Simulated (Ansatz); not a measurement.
Reaction (ligand exchange at the Si–N bond): `NC(=O)N[SiH3]` + `[OH][GeH]([F])[F]` → `[F][GeH]([F])[O][SiH3]` + `NC(N)=O`

Gas-phase electronic energies from Ansatz, PBE0-D4/def2-TZVP geometries. CCSD(T)/CBS is the MP2 limit (def2-TZVPP, def2-QZVPP) plus CCSD(T) − MP2 in def2-TZVPP, frozen cores. For Ge outer-core shells are correlated without core-valence functions, which leaves a few kJ/mol of doubt a bond. Scalar relativity is left out up to krypton. One conformer a species, not always the lowest.

```csv
level,ΔE (kcal/mol)
CCSD/def2-TZVPP,-11.2
MP2/def2-QZVPP,-10.4
```

Q: What does CCSD(T)/CBS give? (Estimate.)

A: Computed: -10.5 kcal/mol. The listed levels differ from it by -0.7, 0.1 kcal/mol.

Largest T1 diagnostic among the species: 0.014.

From PBE to PBE0 (25 % exact exchange), in def2-TZVPP and without D4, ΔE moves by −0.8 kcal/mol. In def2-TZVPP, CCSD(T) changes the Hartree–Fock value by +3.8 kcal/mol (the triples alone add +0.6 kcal/mol) and MP2 by +4.0 kcal/mol.

CCSD(T)/CBS has its own doubt, a few kJ/mol and more with outer-core shells, so smaller differences from it don't rank the levels.
